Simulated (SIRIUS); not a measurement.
# Nb (Im-3m) in SIRIUS: a series of runs

The runs below take Nb through eos task, with PBE.

All numbers are computed with SIRIUS 7.12.0; they aren't measurements. Logs are shortened: lines on timing, memory, paths and dates and some standing lists are left out, and cuts for length are marked. The log counts tension as positive stress, the text compression.

**Measured values to compare with.**

“Pressure effects on the electronic structure and superconductivity of (TaNb)0.67(HfZrTi)0.33 high entropy alloy”, 2019, arxiv:1910.08312 quotes, for a bulk crystal of Nb: bulk modulus 169 GPa.

The runs below are set against these values where they give the same quantity.

## 1. The crystal as given

The structure is cubic, space group Im-3m (No. 229). Conventional cell: a = 3.328 Å, b = 3.328 Å, c = 3.328 Å, α = 90.00°, β = 90.00°, γ = 90.00°. Nb (site symmetry m-3m) has 8 Nb at 2.88 Å as nearest neighbours.

## 2. Eos task, PBE

Contents of sirius.json:

```json
{
  "control": {
    "processing_unit": "cpu",
    "verbosity": 1,
    "num_bands_to_print": 13,
    "print_forces": false,
    "print_stress": true
  },
  "parameters": {
    "electronic_structure_method": "pseudopotential",
    "xc_functionals": ["XC_GGA_X_PBE", "XC_GGA_C_PBE"],
    "gk_cutoff": 9.1,
    "pw_cutoff": 18.2,
    "ngridk": [9, 9, 9],
    "shiftk": [0, 0, 0],
    "smearing": "fermi_dirac",
    "smearing_width": 0.0018374661,
    "num_bands": 13,
    "num_mag_dims": 0,
    "num_dft_iter": 100,
    "energy_tol": 1e-08,
    "density_tol": 1e-06
  },
  "iterative_solver": {
    "type": "davidson",
    "min_tolerance": 1e-10
  },
  "mixer": {
    "type": "anderson",
    "beta": 0.7,
    "max_history": 8
  },
  "settings": {
    "tol_ne": 1e-10,
    "pseudo_grid_cutoff": 6.5
  },
  "unit_cell": {
    "lattice_vectors": [
      [-3.144409785071, 3.144409785071, 3.144409785071],
      [3.144409785071, -3.144409785071, 3.144409785071],
      [3.144409785071, 3.144409785071, -3.144409785071]
    ],
    "atom_coordinate_units": "lattice",
    "atom_types": ["Nb"],
    "atom_files": {
      "Nb": "Nb.json"
    },
    "atoms": {
      "Nb": [
        [0.0, 0.0, 0.0]
      ]
    }
  }
}
```

Potentials or basis: PseudoDojo 0.4.1 PBE standard (scalar relativistic).

Command:

```sh
> upf_to_json Nb.upf
> OMP_NUM_THREADS=1 sirius.scf --input=sirius.json --output=out.json --task=3 --volume_scale0=0.94 --volume_scale1=1.06 --num_eos_points=7
```

Output:

```text
[info] SIRIUS version : 7.12.0
[info] number of MPI ranks           : 1
[info] MPI grid                      : 1 1
[info] maximum number of OMP threads : 1
[fft] FFT context for density and potential
[fft] =====================================
[fft]   comm size                             : 1
[fft]   plane wave cutoff                     : 18.2
[fft]   grid size                             : 36 36 36   total : 46656
[fft]   grid limits                           : -17 18   -17 18   -17 18
[fft]   number of G-vectors within the cutoff : 5997
[fft]   local number of G-vectors             : 5997
[fft]   number of G-shells                    : 333
[fft] FFT context for coarse grid
[fft] =====================================
[fft]   comm size                             : 1
[fft]   plane wave cutoff                     : 18.2
[fft]   grid size                             : 36 36 36   total : 46656
[fft]   grid limits                           : -17 18   -17 18   -17 18
[fft]   number of G-vectors within the cutoff : 5997
[fft]   local number of G-vectors             : 5997
[fft]   number of G-shells                    : 333
[unit cell] lattice vectors
[unit cell]   a1 :      -3.0802201456      3.0802201456      3.0802201456
[unit cell]   a2 :       3.0802201456     -3.0802201456      3.0802201456
[unit cell]   a3 :       3.0802201456      3.0802201456     -3.0802201456
[unit cell] reciprocal lattice vectors
[unit cell]   b1 :       0.0000000000      1.0199247148      1.0199247148
[unit cell]   b2 :       1.0199247148      0.0000000000      1.0199247148
[unit cell]   b3 :       1.0199247148      1.0199247148      0.0000000000
[unit cell] unit cell volume :       116.89751046 [a.u.^3]
[unit cell] 1/sqrt(omega)    :         0.09249055
[unit cell] MT volume        :         0.00000000 ( 0.00%)
[unit cell] IT volume        :       116.89751046 (100.00%)
[unit cell] number of atom types : 1
[unit cell] type id : 0 symbol : Nb mt_radius :  16.790000 num_atoms : 1
[unit cell] total number of atoms : 1
[unit cell] number of symmetry classes : 1
[unit cell] number of PAW atoms : 0
[unit cell] minimum bond length:     5.335098
[unit cell] total number of pseudo wave-functions: 10
[sym] space group number   : 229
[sym] international symbol : Im-3m
[sym] Hall symbol          : -I 4 2 3
[sym] space group transformation matrix :
[sym]  -0.5000  0.5000  0.5000
[sym]   0.5000 -0.5000  0.5000
[sym]   0.5000  0.5000 -0.5000
[sym] space group origin shift :
[sym]   0.0000  0.0000  0.0000
[sym] number of space group operations  : 48
[sym] number of magnetic group operations : 48
[sym] metric tensor error: 0.0000e+00
[sym] rotation matrix error: 0.0000e+00
[atom type] label          : Nb
[atom type] --------------------------------------------------------------------------------
[atom type] symbol         : Nb
[atom type] name           :
[atom type] zn             : 13
[atom type] mass           : 0
[atom type] mt_radius      : 16.79
[atom type] num_mt_points  : 1680
[atom type] grid_origin    : 0
[atom type] grid_name      : external
[atom type] number of core electrons    : 0
[atom type] number of valence electrons : 13
[atom type] total number of radial functions : 6
[atom type] lmax of radial functions         : 2
[... 12 lines left out ...]
[atom type] spin-orbit coupling              : false
[atom type] atomic wave-functions            : {l: 0}, {l: 1}, {l: 2}, {l: 0}
[info] total nuclear charge               : 13
[info]   number of core electrons         : 0
[info]   number of valence electrons      : 13
[info]   total number of electrons        : 13
[info]   extra charge                     : 0
[info] number of bands                    : 13
[info] number of spins                    : 1
[info] number of magnetic dimensions      : 0
[info] number of spinor components        : 1
[info] number of spinors per band index   : 1
[info] total number of beta projectors    : 18
[info] precision_wf                       : fp64
[info] precision_hs                       : fp64
[info] lmax_rf                            : 2
[info] smearing type                      : fermi_dirac
[info] smearing width                     : 0.00183747
[info] cyclic block size                  : 8
[info] |G+k| cutoff                       : 9.1
[info] use_symmetry                       : true
[info] so_correction                      : false
[... 16 lines left out ...]
[info] XC functionals
[info] ==============
[info] 1) XC_GGA_X_PBE : Perdew, Burke & Ernzerhof
[info] J. P. Perdew, K. Burke, and M. Ernzerhof,  Phys. Rev. Lett. 77, 3865 (1996) (10.1103/PhysRevLett.77.3865)
[info] J. P. Perdew, K. Burke, and M. Ernzerhof,  Phys. Rev. Lett. 78, 1396 (1997) (10.1103/PhysRevLett.78.1396)
[info] 2) XC_GGA_C_PBE : Perdew, Burke & Ernzerhof
[info] J. P. Perdew, K. Burke, and M. Ernzerhof,  Phys. Rev. Lett. 77, 3865 (1996) (10.1103/PhysRevLett.77.3865)
[info] J. P. Perdew, K. Burke, and M. Ernzerhof,  Phys. Rev. Lett. 78, 1396 (1997) (10.1103/PhysRevLett.78.1396)
[info] ==================
[info] approximate number of G+k vectors        : 1487
[info] approximate number of G vectors          : 5950
[info] approximate number of coarse G vectors   : 5950
[info] approximate size of wave-function objects for each k-point: 0 Mb,  0 Mb/rank
EOS step : 0, lattice scale : 0.979586
lattice scale range : 0.979586 1.01961
volume scale range  : 0.94 1.06
+----------------------+
| new SCF ground state |
+----------------------+
[print_info] total number of k-points : 35
[print_info] --------------------------------------------------------------------------------
[print_info]   ik                vk                    weight  num_gkvec
[print_info] --------------------------------------------------------------------------------
[print_info]    0   0.0000   0.0000   0.0000         0.001372       1481
[print_info]    1   0.1111   0.0000   0.0000         0.016461       1489
[print_info]    2   0.2222   0.0000   0.0000         0.016461       1489
[print_info]    3   0.3333   0.0000   0.0000         0.016461       1492
[print_info]    4   0.4444   0.0000   0.0000         0.016461       1490
[print_info]    5   0.1111   0.1111   0.0000         0.032922       1481
[print_info]    6   0.2222   0.1111   0.0000         0.065844       1489
[print_info]    7   0.3333   0.1111   0.0000         0.065844       1490
[print_info]    8   0.4444   0.1111   0.0000         0.032922       1487
[print_info]    9   0.2222   0.2222   0.0000         0.032922       1480
[print_info]   10   0.3333   0.2222   0.0000         0.065844       1496
[print_info]   11   0.3333   0.3333   0.0000         0.010974       1499
[... 23 further k-points ...]
Warning in function "initial_density_pseudo" at src/density/density.cpp:335
wrong initial charge density
  integral of the density : 12.9999978601
  target number of electrons : 13
[find] density tolerance         : 1e-06
[find] total energy tolerance    : 1e-08
[find] iter_solver_tol (initial) : 0.01
[find] iter_solver_tol (target)  : 1e-10
[find] num_dft_iter              : 100
Charges and magnetic moments
--------------------------------------------------------------------------------
total charge          : 13.000000
[find] Charges and magnetic moments
[find] --------------------------------------------------------------------------------
[find] total charge          : 13.000000
[find] Energy
[find] --------------------------------------------------------------------------------
[find] valence_eval_sum               :      -1.42085677
[find] <rho|V^{XC}>                   :      -9.89472746
[find] <rho|E^{XC}>                   :     -13.06816899
[find] <mag|B^{XC}>                   :       0.00000000
[find] <rho|V^{H}>                    :      14.31678313
[find] one-electron contribution      :      -5.84291244 (Ha),     -11.68582487 (Ry)
[find] hartree contribution           :       7.15839156
[find] xc contribution                :     -13.06816899
[find] ewald contribution             :     -49.91773509
[find] PAW contribution               :       0.00000000
[find] smearing (-TS)                 :      -0.00034585
[find] SCF correction                 :      -0.60812692
[find] Total energy                   :     -62.27855188 (Ha),    -124.55710375 (Ry)
[find] Free energy (E-TS)             :     -62.27889772 (Ha),    -124.55779545 (Ry)
[find] band gap (eV)                  :       0.00000000
[find] Efermi                         :       0.71405458
[find] iteration : 0, RMS (target) : 1.1511e-01 (1.0000e-06) , energy difference (target) : -6.2279e+01 (1.0000e-08)
[... 1194 lines left out ...]
[find] SCF correction                 :       0.00000168
[find] Total energy                   :     -62.28422031 (Ha),    -124.56844061 (Ry)
[find] Free energy (E-TS)             :     -62.28465488 (Ha),    -124.56930975 (Ry)
[find] band gap (eV)                  :       0.00000000
[find] Efermi                         :       0.60174170
[ground_state] === stress tensor components [kbar] ===
[ground_state] === stress_kin ===
[ground_state] -26876.583694    0.000000   -0.000000
[ground_state]     0.000000-26876.583694   -0.000000
[ground_state]    -0.000000   -0.000000-26876.583694
[ground_state] === stress_har ===
[ground_state] -5917.873867    0.000000   -0.000000
[ground_state]     0.000000-5917.873867    0.000000
[ground_state]    -0.000000    0.000000-5917.873867
[ground_state] === stress_ewald ===
[ground_state] 35679.214003    0.000000    0.000000
[ground_state]     0.00000035679.214003   -0.000000
[ground_state]     0.000000   -0.00000035679.214003
[ground_state] === stress_vloc ===
[ground_state] 14242.592921    0.000000    0.000000
[ground_state]     0.00000014242.592921    0.000000
[ground_state]     0.000000    0.00000014242.592921
[ground_state] === stress_xc ===
[ground_state] -6861.996588    0.000000    0.000000
[ground_state]     0.000000-6861.996588   -0.000000
[ground_state]     0.000000   -0.000000-6861.996588
[ground_state] === stress_core ===
[ground_state] 14062.328716    0.000000    0.000000
[ground_state]     0.00000014062.328716   -0.000000
[ground_state]     0.000000   -0.00000014062.328716
[ground_state] === stress_nonloc ===
[ground_state] -24215.495976    0.000000   -0.000000
[ground_state]     0.000000-24215.495976   -0.000000
[ground_state]    -0.000000   -0.000000-24215.495976
[ground_state] === stress_us_nl ===
[ground_state] -24215.495976    0.000000   -0.000000
[ground_state]     0.000000-24215.495976   -0.000000
[ground_state]    -0.000000   -0.000000-24215.495976
[ground_state] === stress_total ===
[ground_state]   112.185516    0.000000   -0.000000
[ground_state]     0.000000  112.185516   -0.000000
[ground_state]    -0.000000   -0.000000  112.185516
final result:
volume: 116.897510, energy: -62.285834
volume: 119.384692, energy: -62.286365
volume: 121.871873, energy: -62.286568
volume: 124.359054, energy: -62.286474
volume: 126.846235, energy: -62.286108
volume: 129.333416, energy: -62.285494
volume: 131.820597, energy: -62.284655
```

It took 47 s on 1 thread of Intel Xeon 6975P-C (Granite Rapids), shared host; peak memory 0.2 GiB.

What came out:

| Quantity | Value |
| --- | --- |
| Equilibrium volume | 18.12 Å³/atom |
| Bulk modulus | 171 GPa |
| Pressure derivative of the bulk modulus | 3.6 |

Energy against volume, from the lowest point:
| volume (Å³/atom) | energy (meV/atom) |
| --- | --- |
| 17.322 | 19.99 |
| 17.691 | 5.53 |
| 18.060 | 0.00 |
| 18.428 | 2.58 |
| 18.797 | 12.54 |
| 19.165 | 29.23 |
| 19.534 | 52.07 |

## 3. Eos task, PBE

sirius.json: that of step 2 with these lines changed.

```diff
@@ -38,6 +38,7 @@
     "lattice_vectors": [
-      [-3.144409785071, 3.144409785071, 3.144409785071],
-      [3.144409785071, -3.144409785071, 3.144409785071],
-      [3.144409785071, 3.144409785071, -3.144409785071]
+      [-0.57735026919, 0.57735026919, 0.57735026919],
+      [0.57735026919, -0.57735026919, 0.57735026919],
+      [0.57735026919, 0.57735026919, -0.57735026919]
     ],
+    "lattice_vectors_scale": 5.4462775076,
     "atom_coordinate_units": "lattice",
```

Potentials or basis: in-house norm-conserving set, PBE (scalar relativistic).

Command:

```sh
> upf_to_json Nb.upf
> OMP_NUM_THREADS=1 sirius.scf --input=sirius.json --output=out.json --task=3 --volume_scale0=0.94 --volume_scale1=1.06 --num_eos_points=7
```

Output:

```text
[... set-up lines left out ...]
[ground_state] === stress_core ===
[ground_state] 22812.220034   -0.000000    0.000000
[ground_state]    -0.00000022812.220034    0.000000
[ground_state]     0.000000    0.00000022812.220034
[ground_state] === stress_nonloc ===
[ground_state] -24227.699035    0.000000   -0.000000
[ground_state]     0.000000-24227.699035    0.000000
[ground_state]    -0.000000    0.000000-24227.699035
[ground_state] === stress_us_nl ===
[ground_state] -24227.699035    0.000000   -0.000000
[ground_state]     0.000000-24227.699035    0.000000
[ground_state]    -0.000000    0.000000-24227.699035
[ground_state] === stress_total ===
[ground_state]   113.058875   -0.000000    0.000000
[ground_state]    -0.000000  113.058875    0.000000
[ground_state]     0.000000    0.000000  113.058875
final result:
volume: 116.897510, energy: -66.375901
volume: 119.384692, energy: -66.376420
volume: 121.871873, energy: -66.376611
volume: 124.359054, energy: -66.376506
volume: 126.846235, energy: -66.376130
volume: 129.333416, energy: -66.375508
volume: 131.820597, energy: -66.374661
```

Run time: 54 s. Hardware: 1 thread of Intel Xeon 6975P-C (Granite Rapids), shared host; peak memory 0.2 GiB.

Results:

| Item | Value |
| --- | --- |
| Equilibrium volume | 18.11 Å³/atom |
| Bulk modulus | 170 GPa |
| Pressure derivative of the bulk modulus | 3.6 |

Energy against volume, from the lowest point:
```tsv
volume (Å³/atom)	energy (meV/atom)
17.322	19.33
17.691	5.21
18.060	0.00
18.428	2.87
18.797	13.10
19.165	30.03
19.534	53.08
```

## 4. Comparison with measurements

Step 2. A measured bulk modulus of Nb is 169 GPa (quoted in “Pressure effects on the electronic structure and superconductivity of (TaNb)0.67(HfZrTi)0.33 high entropy alloy”, 2019, arxiv:1910.08312); the calculated 171 GPa misses it by +0.9 %. The fit is for a static lattice scaled at fixed shape and fixed fractional positions.

Step 3. A measured bulk modulus of Nb is 169 GPa (quoted in “Pressure effects on the electronic structure and superconductivity of (TaNb)0.67(HfZrTi)0.33 high entropy alloy”, 2019, arxiv:1910.08312); the calculated 170 GPa misses it by +0.9 %. The fit is for a static lattice scaled at fixed shape and fixed fractional positions.
